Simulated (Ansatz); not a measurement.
Ansatz input

```yaml
crystal:
  lattice:
    - [0.0, 2.4633505796, 2.4633505796]
    - [2.4633505796, 0.0, 2.4633505796]
    - [2.4633505796, 2.4633505796, 0.0]
  atoms:
    - { symbol: Tl, position: [0.0, 0.0, 0.0] }
hamiltonian:
  xc: r2scan
  pseudopotentials:
    kind: paw
    azcp:
      Tl: "pseudopotentials/Tl.paw.azcp"
basis:
  ecutwfc: 500
  fft_grid_basis: typed
kpoints:
  mp_grid: { grid: [18, 18, 18], shift: [0, 0, 0] }
magnetization:
  spin_polarized: false
scf:
  occupations: { method: fermi_dirac, width: 0.1 }
```

and its output:

```
Engine: ansatz 0.2.0, x86_64-unknown-linux-gnu
Pseudopotentials: kind: paw
Pseudopotential: Tl, paw, valence charge 13, recommended cutoff 500 eV (meta_gga) 
Functional definition: r2SCAN
  parameter k0 = 0.174
  parameter k1 = 0.065
  parameter a1 = 4.9479
  exchange = r2scan_x(k0 = k0, k1 = k1, a1 = a1)
  correlation = r2scan_c
Crystal: 1 atoms, lattice volume = 29.896 Å³
Basis set: ecut = 500 eV, 749 PW (Γ), exchange–correlation on 108×108×108 points (64 copies of the dense FFT grid, shifted against one another)
Bands: 11, of which v1, the nominal top of the filled ones, is band 7 counted from 1 (6 counted from 0)
Symmetry: 48 space group operations
Space group: Fm-3m (ITA 225), of the structure as read, at distance tolerance 3.1e-5 Å
k-points: 195 of 5832
Non-local potential: Tl, projectors of the file, l = 0: 2, l = 1: 2, l = 2: 2, l = 3: 1
PAW form: soft (Blöchl's): semilocal exchange-correlation on the pseudo side does not see the compensation charge
PAW frozen core: Tl, regenerated for the run's functional (the file was generated under x = pbe(κ = 0.804, μ = 0.2195149727645171), c = pbe(β = 0.06672455060314922))
PAW one-centre angular grid: Tl, 590 points (default); XC on 160 Gauss nodes
Initial density: superposition of atomic densities (neutral atoms: chi_scale 0, normalization atom), corrected by the library's trained network
Initial wavefunctions: pseudopotential atomic-orbital guess
Functional: x = r2scan, c = r2scan; τ floored in thin density (d = 2e-4 eV/Å³)
SCF iter   1: F=—  HF=-11458.581977 eV  |F-HF|=—  |Δ(HF+E_count)|=         —  Δρ=7.88e-3  dr2=1.58e-2  dr2_τ=5.87e-3  ethr=1.77e-3  ⟨swp⟩=5.5  Hψ=14043  notcnv=0
SCF iter   2: F=—  HF=-11458.578052 eV  |F-HF|=—  |Δ(HF+E_count)|=   3.92e-3  Δρ=3.43e-3  dr2=3.29e-3  dr2_τ=2.22e-4  ethr=1.21e-4  ⟨swp⟩=2.9  Hψ=5303  notcnv=0  defer=10
SCF iter   3: F=—  HF=-11458.577185 eV  |F-HF|=—  |Δ(HF+E_count)|=   8.68e-4  Δρ=4.49e-4  dr2=4.35e-5  dr2_τ=7.08e-6  ethr=2.53e-5  ⟨swp⟩=2.0  Hψ=3238  notcnv=0  defer=10
SCF iter   4: F=—  HF=-11458.577239 eV  |F-HF|=—  |Δ(HF+E_count)|=   5.38e-5  Δρ=8.00e-5  dr2=1.53e-6  dr2_τ=4.67e-8  ethr=3.34e-7  ⟨swp⟩=2.0  Hψ=3354  notcnv=0  defer=10
iter 5 did not close the SCF: its close was put off for the readings that it lacked (scf_convergence_deferred on its scf_iter line)
SCF iter   5: F=-11458.577242 eV  HF=-11458.577242 eV  |F-HF|=2.18e-8  |Δ(HF+E_count)|=   3.31e-6  Δρ=6.86e-6  dr2=6.82e-9  dr2_τ=1.77e-9  ethr=1.17e-8  ⟨swp⟩=2.0  Hψ=3365  notcnv=0  defer=10
SCF iter   6: F=-11458.577242 eV  HF=-11458.577242 eV  |F-HF|=2.02e-10  |Δ(HF+E_count)|=   2.57e-8  Δρ=5.80e-7  dr2=6.03e-11  dr2_τ=4.44e-12  ethr=5.25e-11  ⟨swp⟩=1.0  Hψ=6331  notcnv=0
SCF 1 converged in 6 iterations: F = -11458.577242 eV  dr2 = 6.03e-11
SCF converged after 6 iterations
Free energy (F): -11458.577242 eV
Harris-Foulkes:  -11458.577242 eV  (|F-HF|=2.02e-10)
Internal energy: -11458.559194 eV  (E = F + TS)
E sigma→0 (E₀):  -11458.568218 eV
Entropy (-TS):   -0.018048 eV (-18.048 meV/atom)
Fermi energy:    9.732406 eV
--- Per-component energies (eV) ---
  E_band       = -6.440431
  E_kinetic    = 334.288854
  E_local      = -903.209914  (includes V_loc(G=0)·N_el)
  E_nonlocal   = 317.295441
  E_hartree    = 334.622277
  E_xc         = -218.467531
  E_vxc        = -156.524587  (∫ρ·V_xc dr)
  E_paw        = -10191.783629  (= ΣΔE_a)
  E_vpaw       = -279.596443  (= ΣTr[D̂ρ^β])
  E_aug_tail   = 0.000019  (compensation charges beyond the density's cutoff)
  E_vtau       = 12.061653  (kinetic-family band-sum trace: ∫τ·v_τ [+ j·A + Jᵃ·Aᵃ] dr)
  E_ewald      = -1132.344472
  E_core_change = 1.039761  (= ΣΔE_core)
  E_smearing   = -0.018048  (= −TS)
  E_closure    = 0.000000  (closes the sum)
  Σ components = -11458.577242   (vs F -11458.577242, Δ=0.00e0)
```

Launched by

```sh
ansatz run input.yaml --threads 1 --pin off --max-ram 3584MiB --backend cpu --events-out ev --progress --plain --runs-dir out
```

On 1 thread of Intel(R) Xeon(R) Platinum 8259CL CPU @ 2.50GHz (Skylake/Cascade Lake) (shared host) this took about 11 s of wall time and 11 s of CPU time.
